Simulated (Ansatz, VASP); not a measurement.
# Two plane-wave programs on CuO

```
Cu O
1.0
     2.87950    0.00000    0.00000
     0.03907    2.87928    0.00000
     0.01750    0.01724    5.17634
Cu O
2 2
Direct
  0.00000 0.50000 0.00000
  0.50000 0.00000 0.50000
  0.99842 0.00167 0.74989
  0.00158 0.99833 0.25011
```

The cell comes from a database or a generator and needn't be the stable form of this composition.

Alike in both runs: functional PBEsol; k mesh 9 × 9 × 5; occupations fermi-dirac, width 0.05 eV; no spin polarisation.

```csv
,VASP,Ansatz
version,VASP 6.6.1,Ansatz 0.2.0
potentials or method,"VASP PAW PBE potentials, release 64 (Cu, O)",Ansatz PAW
plane-wave cutoff (eV),520,420
valence electrons in the cell,34,50
task,single point,band structure
```

```csv
,VASP,Ansatz,Ansatz less VASP
gap on the k mesh at the Fermi level (eV),none,none,-
pressure (GPa),-1.3,-2.0,-0.73
largest component of the traceless stress (GPa),2.31,2.63,+0.313
rms of the force components (eV/Å),0.005,0.005,+0.0002
```

Atom by atom the forces differ by 0.000 eV/Å (rms over components). A gap of «none» marks a metal or a gap that the smearing closes. The functional is the same, so the differences come from potentials, cutoffs and numerics. The two sets of potentials don't hold the same shells in valence.

Caveats: the run has no spin polarisation, though such a crystal can be magnetic; semilocal functionals often make such compounds metallic where correlation or magnetic order opens a gap, which also shifts bond lengths; the PAW data sets were made with another functional, which shifts forces and pressure a little (VASP); the pressure holds a Pulay correction of +0.7 GPa for the finite cutoff (Ansatz); the PAW data sets come from PBE, with cores solved anew for the run's functional, which leaves a small shift of forces and pressure (Ansatz).
